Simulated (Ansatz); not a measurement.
# NiSb: course of a relaxation

These are results of DFT PBE, scalar-relativistic, plane waves, PAW (Ansatz), not measurements. Run with 420 eV cutoff, 18×18×10 k-mesh, Gaussian smearing of 0.10 eV, no spin polarisation.

What was changed: biaxial strain in the a-b plane, c and atoms relaxed: -1.0 %.

Command:

```bash
ansatz run input.yaml --threads 1 --pin off --max-ram 2560MiB --backend cpu --events-out ev --progress --plain --runs-dir out
```

Input:

```yaml
crystal:
  lattice:
    - [3.9362117197, 0.0, 0.0]
    - [-1.9681058598, 3.4088593439, 0.0]
    - [0.0, 0.0, 5.1878200242]
  atoms:
    - { symbol: Ni, position: [0.0, 0.0, 0.0] }
    - { symbol: Ni, position: [0.0, 0.0, 0.5] }
    - { symbol: Sb, position: [0.3333333333, 0.6666666667, 0.25] }
    - { symbol: Sb, position: [0.6666666667, 0.3333333333, 0.75] }
basis:
  ecutwfc: 420
kpoints:
  mp_grid: { grid: [18, 18, 10] }
hamiltonian:
  xc: pbe
scf:
  occupations: { method: gaussian, width: 0.1 }
output:
  forces: true
  stress: true
  eigenvalues: true
relax:
  adjacent_minimum: "off"
  f_tol: 0.008
  max_steps: 40
  cell: { stress_tol: 0.015, fix: [a, b, gamma] }
```

F is the free energy. Steps run on the plane waves of an earlier cell, but the last one, and at times one on the way, on a freshly chosen basis, so a repeated geometry can differ a little in energy. The held parts of the cell keep their stress, so P needn't end at zero.

Steps:

| step | F − F(1) (eV) | largest force component (eV/Å) | V (Å³/atom) | P (GPa) |
| --- | --- | --- | --- | --- |
| 1 | 0.0000 | 0.000 | 17.403 | 1.66 |
| 2 | -0.0003 | 0.000 | 17.448 | 1.36 |
| 3 | -0.0003 | 0.000 | 17.453 | 1.32 |
| 4 | -0.0003 | 0.000 | 17.453 | 1.32 |

Relaxed structure:

```cif
data_structure
_symmetry_space_group_name_H-M 'P 1'
_symmetry_Int_Tables_number 1
_cell_length_a 3.9362
_cell_length_b 3.9362
_cell_length_c 5.2028
_cell_angle_alpha 90.000
_cell_angle_beta 90.000
_cell_angle_gamma 120.000
_cell_volume 69.81
loop_
_atom_site_label
_atom_site_type_symbol
_atom_site_fract_x
_atom_site_fract_y
_atom_site_fract_z
_atom_site_occupancy
Ni1 Ni 0.00000 0.00000 0.00000 1
Ni2 Ni 0.00000 0.00000 0.50000 1
Sb1 Sb 0.33333 0.66667 0.25000 1
Sb2 Sb 0.66667 0.33333 0.75000 1
```

Symmetry: P6_3/mmc, No. 194, hexagonal system. The conventional cell has a = 3.936 Å, b = 3.936 Å, c = 5.203 Å, α = 90.00°, β = 90.00°, γ = 120.00°. Ni (site symmetry -3m) has 2 Ni at 2.60 Å and 6 Sb at 2.62 Å as nearest neighbours. Sb (site symmetry -6m2) is surrounded by 6 Ni at 2.62 Å.

The run converged. The run took 110 s on 1 thread of Arm Neoverse V2 (shared host), peak memory 0.69 GiB.